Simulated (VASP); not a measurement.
Te2Mo:

```
Te Mo
1.0
     3.51820    0.00000    0.00000
    -1.75910    3.04685    0.00000
     0.00000    0.00000   13.97360
Te Mo
4 2
Direct
  0.33333 0.66667 0.62100
  0.66667 0.33333 0.12100
  0.33333 0.66667 0.87900
  0.66667 0.33333 0.37900
  0.33333 0.66667 0.25000
  0.66667 0.33333 0.75000
```

```yaml
Program: VASP 6.6.1
Task: relaxation of cell and atoms
Functional: rev-vdW-DF2
Potentials_or_basis: VASP PAW PBE potentials, release 64 (Te, Mo_sv)
Cutoff: 600 eV
k_mesh: 9 × 9 × 2
Occupations: gaussian, width 0.03 eV
Spin: no spin polarisation
```

At the start: pressure 1.7 GPa; volume 24.96 Å³/atom.

Task: How do energy, volume and symmetry change on relaxing?

Result: Over 7 steps the energy falls by 2.2 meV/atom and the volume is 25.31 Å³/atom (+1.4 %); space group P6_3/mmc (No. 194, to 0.05 Å).

Step by step:
```tsv
step	energy change (eV)	largest force (eV/Å)	pressure (GPa)	volume (Å³)
1	0.0000	0.2480	1.66	149.79
2	0.0253	0.4388	-2.60	155.47
3	-0.0132	0.0183	0.02	151.85
4	-0.0132	0.0130	0.00	151.81
5	-0.0099	0.1142	0.85	150.80
6	-0.0132	0.0083	0.09	151.77
7	-0.0133	0.0020	0.06	151.88
```

Final structure:
```
CELL_PARAMETERS angstrom
3.53329 0.00000 0.00000
-1.76664 3.05992 0.00000
0.00000 0.00000 14.04815
ATOMIC_POSITIONS crystal
Te 0.33333 0.66667 0.62074
Te 0.66667 0.33333 0.12074
Te 0.33333 0.66667 0.87926
Te 0.66667 0.33333 0.37926
Mo 0.33333 0.66667 0.25000
Mo 0.66667 0.33333 0.75000
```

Caveat: the PAW data sets were made with another functional, which shifts forces and pressure a little.
